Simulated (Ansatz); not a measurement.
A crystal relaxed with r2SCAN in the plane-wave code Ansatz has space group F-43m (No. 216) and a = 6.109 Å.

| atom | site | x | y | z |
| --- | --- | --- | --- | --- |
| In | 4a | 0.0000 | 0.0000 | 0.0000 |
| Xx | 4d | 0.2500 | 0.2500 | 0.7500 |

With r2SCAN the gap is 0.08 eV and direct, at Γ. HSE06 gives a direct gap of 0.36 eV at Γ. With PBE the gap closes, the bands meeting at Γ. Meshes: r2SCAN 8×8×8, HSE06 6×6×6, PBE 8×8×8.

**Question.** Which element is Xx?
A. As
B. Sb
C. N
D. Bi

**Answer.** A. Xx is As: InAs (zincblende). In has 4 As at 2.65 Å; As has 4 In at 2.65 Å.

The values are computed, spin-unpolarised, and not measurements.

No spin-orbit coupling is included; it can move band edges with weight on the heavy atoms by tenths of an eV.

The meshes of the hybrids are coarse, so their gaps aren't converged to the digits shown.
